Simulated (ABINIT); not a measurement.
# How the form of the self-energy moves the gap of BAs (F-43m), part 2 of 2

How much does the gap of BAs (F-43m) depend on the approximation to the self-energy?

ABINIT 10.8.3; PBE and many-body steps on it, plane waves. Known limits of the many-body steps: not at the basis limit; exchange with frozen shells missing; no spin-orbit coupling.

So far. Step 5 (G0W0, Hybertsen-Louie plasmon pole): Against G0W0 in ABINIT (6×6×6 mesh, 239 bands, screening to 304.8 eV, Godby-Needs plasmon pole), the gap moves by +0.156 eV. Step 6 (G0W0, von der Linden-Horsch plasmon pole): Against G0W0 in ABINIT (6×6×6 mesh, 239 bands, screening to 304.8 eV, Godby-Needs plasmon pole), the gap moves by +0.057 eV.

### Step 7. G0W0, Engel-Farid plasmon pole

Level of this step: G0W0 on PBE, plane waves, norm-conserving pseudopotentials (ABINIT).

run.abi reads:

```
acell 3*1.0 Angstrom
rprim 
  -0.000000000000 2.388500000000 2.388500000000
  2.388500000000 -0.000000000000 2.388500000000
  2.388500000000 2.388500000000 -0.000000000000
ntypat 2
znucl 5 33
natom 2
typat 1 2
xred 
  0.000000000000 0.000000000000 0.000000000000
  0.250000000000 0.250000000000 0.250000000000
pp_dirpath "pseudos"
pseudos "B.upf, As.upf"
ecut 38
ngkpt 6 6 6
nshiftk 1
shiftk 0 0 0
kptopt 1
chksymbreak 0
istwfk *1
occopt 1
irdwfk 1
optdriver 4
nband 239
gwcalctyp 0
ecutsigx 38
symsigma 1
nkptgw 2
kptgw 
  0.0000000000 0.0000000000 0.0000000000
  0.3333333333 0.3333333333 0.0000000000
bdgw 
  7 12
  8 11
ecuteps 11.2
irdscr 1
ppmodel 4
indata_prefix "in"
outdata_prefix "out"
tmpdata_prefix "tmp"
```

The run is started by

```
> OMP_NUM_THREADS=1 mpirun -n 4 abinit run.abi > log
```

The program printed:

```text
.Version 10.8.3 of ABINIT. v10.8.2 released Aug 2026.

 Symmetries : space group F-4 3 m (#216); Bravais cF (face-center cubic)
[... echo of the input left out ...]
== DATASET  1 ==================================================================
-   mpi_nproc: 4, omp_nthreads: 1 (-1 if OMP is not activated)

--- !DatasetInfo
iteration_state: {dtset: 1, }
dimensions: {natom: 2, nkpt: 16, mband: 239, nsppol: 1, nspinor: 1, nspden: 1, mpw: 2085, }
cutoff_energies: {ecut:  38.0, pawecutdg:  -1.0, }
[...]
Band     E0 <VxcDFT>   SigX SigC(E0)      Z dSigC/dE  Sig(E)    E-E0       E
[...]
10   7.859 -11.353  -7.290  -4.351   0.826  -0.210 -11.591  -0.237   7.621
       11   9.721 -10.888  -6.139  -4.944   0.826  -0.210 -11.049  -0.161   9.560

== END DATASET(S) ==============================================================
================================================================================

 -outvars: echo values of variables after computation  --------
           etotal      0.0000000000E+00
            nband         239
             nkpt          16
          spgroup         216
 [... the other variables as echoed above ...]

 Calculation completed.
```

The job ended after 29 s (4 MPI ranks of Arm Neoverse V1, shared host; peak memory 1.8 GiB).

This step gave:

```
G0W0 gap on the points computed              : 2.236 eV
starting gap on the mesh                     : 1.294 eV
k of the valence top                         : 0, 0, 0
k of the conduction bottom                   : 0.3333, 0.3333, 0
least direct G0W0 gap on the computed points : 4.174 eV
```

Against G0W0 in ABINIT (6×6×6 mesh, 239 bands, screening to 304.8 eV, Godby-Needs plasmon pole), the gap moves by +0.028 eV.

### Step 8. One-shot Hartree-Fock

This step: one-shot Hartree-Fock on PBE, plane waves, norm-conserving pseudopotentials.

run.abi, as its differences from that of step 7:

```diff
@@ -24,4 +24,4 @@
 optdriver 4
-nband 239
-gwcalctyp 0
+nband 13
+gwcalctyp 5
 ecutsigx 38
@@ -35,5 +35,4 @@
   8 11
-ecuteps 11.2
-irdscr 1
-ppmodel 4
+ixc_sigma 40
+fftgw 31
 indata_prefix "in"
```

The program printed:

```text
.Version 10.8.3 of ABINIT. v10.8.2 released Aug 2026.

 Symmetries : space group F-4 3 m (#216); Bravais cF (face-center cubic)
[... echo of the input left out ...]
== DATASET  1 ==================================================================
-   mpi_nproc: 4, omp_nthreads: 1 (-1 if OMP is not activated)

--- !DatasetInfo
iteration_state: {dtset: 1, }
dimensions: {natom: 2, nkpt: 16, mband: 13, nsppol: 1, nspinor: 1, nspden: 1, mpw: 2085, }
cutoff_energies: {ecut:  38.0, pawecutdg:  -1.0, }
[...]
Band     E0 <VxcDFT>   SigX SigC(E0)      Z dSigC/dE  Sig(E)    E-E0       E
[...]
10   7.859 -11.353  -7.290   0.000   1.000   0.000  -7.290   4.064  11.922
       11   9.721 -10.888  -6.139   0.000   1.000   0.000  -6.139   4.749  14.470

== END DATASET(S) ==============================================================
================================================================================

 -outvars: echo values of variables after computation  --------
           etotal      0.0000000000E+00
            nband          13
             nkpt          16
          spgroup         216
 [... the other variables as echoed above ...]

 Calculation completed.
```

Wall time 2.9 s (4 MPI ranks); peak memory 0.16 GiB; 11 s of CPU time.

This step gave:

| Quantity | Value |
| --- | --- |
| quasiparticle gap on the points computed | 7.199 eV |
| starting gap on the mesh | 1.294 eV |
| k of the valence top | 0, 0, 0 |
| k of the conduction bottom | 0.3333, 0.3333, 0 |
| least direct quasiparticle gap on the computed points | 9.268 eV |

Against G0W0 in ABINIT (6×6×6 mesh, 239 bands, screening to 304.8 eV, Godby-Needs plasmon pole), the gap moves by +4.991 eV.

### Step 9. Screening, 6×6×6 mesh, 239 bands, screening to 304.8 eV

This step: RPA screening on PBE, plane waves, norm-conserving pseudopotentials.

run.abi, as its differences from that of step 8:

```diff
@@ -23,16 +23,11 @@
 irdwfk 1
-optdriver 4
-nband 13
-gwcalctyp 5
-ecutsigx 38
-symsigma 1
-nkptgw 2
-kptgw 
-  0.0000000000 0.0000000000 0.0000000000
-  0.3333333333 0.3333333333 0.0000000000
-bdgw 
-  7 12
-  8 11
-ixc_sigma 40
-fftgw 31
+optdriver 3
+nband 239
+ecuteps 11.2
+inclvkb 2
+awtr 1
+symchi 1
+gwcalctyp 1
+nfreqre 0
+nfreqim 16
 indata_prefix "in"
```

The program printed:

```text
.Version 10.8.3 of ABINIT. v10.8.2 released Aug 2026.

 Symmetries : space group F-4 3 m (#216); Bravais cF (face-center cubic)
[... echo of the input left out ...]
== DATASET  1 ==================================================================
-   mpi_nproc: 4, omp_nthreads: 1 (-1 if OMP is not activated)

--- !DatasetInfo
iteration_state: {dtset: 1, }
dimensions: {natom: 2, nkpt: 16, mband: 239, nsppol: 1, nspinor: 1, nspden: 1, mpw: 2085, }
cutoff_energies: {ecut:  38.0, pawecutdg:  -1.0, }
electrons: {nelect:   1.80000000E+01, charge:   0.00000000E+00, occopt:   1.00000000E+00, tsmear:   1.00000000E-02, }

 SCREENING: Calculation of the susceptibility and dielectric matrices

 Based on a program developped by R.W. Godby, V. Olevano, G. Onida, and L. Reining.
 Incorporated in ABINIT by V. Olevano, G.-M. Rignanese, and M. Torrent.
.Using double precision arithmetic ; gwpc =  8

[... cell and pseudopotentials left out ...]
--------------------------------------------------------------------------------

 ==== K-mesh for the wavefunctions ====
 Number of points in the irreducible wedge :    16
[... list of points left out ...]
 Together with 24 symmetry operations and time-reversal symmetry
 yields   216 points in the full Brillouin Zone.

 ==== Q-mesh for the screening function ====
 Number of points in the irreducible wedge :    16
[... list of points left out ...]
 Together with 24 symmetry operations and time-reversal symmetry
 yields   216 points in the full Brillouin Zone.

 setmesh: FFT mesh size selected  =    27x   27x   27
          total number of points  =        19683

 vcoul_init : cutoff-mode = AUXILIARY_FUNCTION
 q-points for optical limit:   1
     1)      0.000010    0.000020    0.000030

- screening: taking advantage of time-reversal symmetry
- Maximum band index for partially occupied states nbvw = 9
- Remaining bands to be divided among processors   nbcw = 230
- Number of bands treated by each node ~57

 Number of electrons calculated from density =   18.0000; Expected =   18.0000
 average of density, n =  0.097875
 r_s =    1.3461
 omega_plasma =   30.1780 [eV]

 calculating chi0 at frequencies [eV] :
  1    0.000000E+00    0.000000E+00
  2    0.000000E+00    5.107465E+03
  3    0.000000E+00    9.547064E+02
[...]
16    0.000000E+00    7.755887E-01
 17    0.000000E+00    1.449759E-01

--------------------------------------------------------------------------------
  q-point number  1        q = ( 0.000000, 0.000000, 0.000000) [r.l.u.]
--------------------------------------------------------------------------------
[... chi0 elements left out ...]
  [... further frequencies ...]

 No. of calculated frequencies >  15, stop printing
 For q-point:  0.000010 0.000020 0.000030
  dielectric constant =  10.4887
  dielectric constant without local fields =  11.4884

  Average fulfillment of the sum rule on Im[epsilon] for q-point    1 :    119.37  [%]
[... wings left out ...]
  q-point number  2        q = ( 0.166667, 0.000000, 0.000000) [r.l.u.]
--------------------------------------------------------------------------------
[... chi0 elements left out ...]
  [... further frequencies ...]

 No. of calculated frequencies >  15, stop printing
  Average fulfillment of the sum rule on Im[epsilon] for q-point    2 :    149.30  [%]

 [... 14 further q-points ...]
```

Elapsed: 37 min, on 4 MPI ranks; peak memory 2 GiB; 2.4 h of CPU time.

Numbers from this step:

* ε∞ with local fields, on this mesh, along the program's q direction: 10.49
* the same without local fields: 11.49
* plasma frequency: 30.18 eV
* plane waves in the screening matrix: 331

### Step 10. G0W0, analytic continuation

This step: G0W0 on PBE, plane waves, norm-conserving pseudopotentials.

run.abi, as its differences from that of step 9:

```diff
@@ -23,11 +23,18 @@
 irdwfk 1
-optdriver 3
+optdriver 4
 nband 239
+gwcalctyp 1
+ecutsigx 38
+symsigma 1
+nkptgw 2
+kptgw 
+  0.0000000000 0.0000000000 0.0000000000
+  0.3333333333 0.3333333333 0.0000000000
+bdgw 
+  7 12
+  8 11
 ecuteps 11.2
-inclvkb 2
-awtr 1
-symchi 1
-gwcalctyp 1
-nfreqre 0
-nfreqim 16
+irdscr 1
+nomegasi 12
+omegasimax 25 eV
 indata_prefix "in"
```

The program printed:

```text
.Version 10.8.3 of ABINIT. v10.8.2 released Aug 2026.

 Symmetries : space group F-4 3 m (#216); Bravais cF (face-center cubic)
[... echo of the input left out ...]
== DATASET  1 ==================================================================
-   mpi_nproc: 4, omp_nthreads: 1 (-1 if OMP is not activated)

--- !DatasetInfo
iteration_state: {dtset: 1, }
dimensions: {natom: 2, nkpt: 16, mband: 239, nsppol: 1, nspinor: 1, nspden: 1, mpw: 2085, }
cutoff_energies: {ecut:  38.0, pawecutdg:  -1.0, }
[...]
Band     E0 <VxcDFT>   SigX SigC(E0)      Z dSigC/dE  Sig(E)    E-E0       E
[...]
11   2.510 -10.888  -6.139  -4.746   0.790  -0.266 -10.886   0.002   2.512
       11   0.000   0.000   0.000   0.022   0.007   0.012   0.017   0.017   0.017

== END DATASET(S) ==============================================================
================================================================================

 -outvars: echo values of variables after computation  --------
           etotal      0.0000000000E+00
            nband         239
             nkpt          16
          spgroup         216
 [... the other variables as echoed above ...]

 Calculation completed.
```

It took 66 s on 4 MPI ranks; peak memory 2.5 GiB; 4.4 min of CPU time.

Numbers from this step:

```yaml
g0w0_gap_on_the_points_computed: 2.019 eV
starting_gap_on_the_mesh: 1.294 eV
k_of_the_valence_top: 0, 0, 0
k_of_the_conduction_bottom: 0.3333, 0.3333, 0
least_direct_g0w0_gap_on_the_computed_points: 3.964 eV
```

Against G0W0 in ABINIT (6×6×6 mesh, 239 bands, screening to 304.8 eV, Godby-Needs plasmon pole), the gap moves by −0.189 eV.

### Step 11. Side by side

Times are wall times on 4 MPI ranks of Arm Neoverse V1, shared host, good to a factor of about two. A run's time includes the screening step that it read.

| run | mesh | bands | screening cutoff (eV) | DFT gap (eV) | gap on the mesh (eV) | direct (eV) | ε∞ used | time |
| --- | --- | --- | --- | --- | --- | --- | --- | --- |
| G0W0, Godby-Needs plasmon pole | 6×6×6 | 239 | 304.8 | 1.294 | 2.208 | 4.122 | 10.49 | 8.6 min |
| G0W0, Hybertsen-Louie plasmon pole | 6×6×6 | 239 | 304.8 | 1.294 | 2.364 | 4.296 | 10.49 | 8.6 min |
| G0W0, von der Linden-Horsch plasmon pole | 6×6×6 | 239 | 304.8 | 1.294 | 2.265 | 4.239 | 10.49 | 7.6 min |
| G0W0, Engel-Farid plasmon pole | 6×6×6 | 239 | 304.8 | 1.294 | 2.236 | 4.174 | 10.49 | 7.5 min |
| one-shot Hartree-Fock | 6×6×6 | - | - | 1.294 | 7.199 | 9.268 | - | 2.9 s |
| G0W0, analytic continuation | 6×6×6 | 239 | 304.8 | 1.294 | 2.019 | 3.964 | 10.49 | 38 min |

### Step 12. Summary of results

| Item | Value |
| --- | --- |
| G0W0, Godby-Needs plasmon pole | 2.208 eV |
| G0W0, Hybertsen-Louie plasmon pole | 2.364 eV |
| G0W0, von der Linden-Horsch plasmon pole | 2.265 eV |
| G0W0, Engel-Farid plasmon pole | 2.236 eV |
| one-shot Hartree-Fock | 7.199 eV |
| G0W0, analytic continuation | 2.019 eV |
| known limits | not at the basis limit; exchange with frozen shells missing; no spin-orbit coupling |

G0W0, Hybertsen-Louie plasmon pole: +0.156 eV against G0W0, Godby-Needs plasmon pole. G0W0, von der Linden-Horsch plasmon pole: +0.057 eV against G0W0, Godby-Needs plasmon pole. G0W0, Engel-Farid plasmon pole: +0.028 eV against G0W0, Godby-Needs plasmon pole. One-shot Hartree-Fock: +4.991 eV against G0W0, Godby-Needs plasmon pole. G0W0, analytic continuation: −0.189 eV against G0W0, Godby-Needs plasmon pole. Bare exchange alone opens the gap to 7.20 eV; against G0W0, correlation takes back 4.99 eV. Against experiment, by G0W0, Godby-Needs plasmon pole: the direct gap of 4.12 eV lies +0.002 eV from the measured 4.12 eV (direct, 300 K, 2019); the gap of 2.21 eV lies +0.39 eV from the measured 1.82 eV (indirect, 300 K, 2019); the gap of 2.21 eV lies +0.19 eV from the measured 2.02 eV (indirect, 300 K, 2019). An exciton line or allowed optical edge lies below the quasiparticle gap by the binding energy; a forbidden edge can push the onset above it. These are gaps on the mesh, at modest bands and cutoff. The calculation has static nuclei and no excitons; a measured gap holds zero-point and thermal motion, which mostly lowers it. Bands and cutoff are finite, so the gap is not at the basis limit. The miss can reach some tenths of an eV and take either sign; the mesh is an error of its own. In the G0W0 runs levels were corrected at 2 k points alone, so a gap called «on the mesh» is the least over those, and an edge elsewhere would be missed. The norm-conserving file of at least one element keeps a d shell over frozen s and p shells of the same row. Exchange with those shells is missing from the self-energy, an error of 0.3 to 0.9 eV in cases checked, whose sign depends on which edge lies on those atoms. The many-body steps are scalar-relativistic: spin-orbit coupling is not in them.

[Paths, hosts, dates, memory and timing lines, banners, echoed tables and standing remarks are left out of the program output.]

[Logs are printed without paths, hosts, clocks, repeated set-up lines and the standing remarks that a program may print on its own settings, such as how far it seeks lower states.]

[Runs of the session that timed out or met a known fault of the program may be left out.]

[Hosts, paths, dates, database ids (printed as entryN), source tags and the programs' standing remarks are cut or masked in the printed files.]

[G0W0 gaps are taken among the corrected bands and points alone; a level outside them can change the order at an edge.]

[Where Ansatz stands beside ABINIT at settings called matched, ABINIT's density can come from a denser mesh and the files from another edition; pairs whose starting gaps differed by over 0.03 eV were left out, so agreement reads better than it is.]
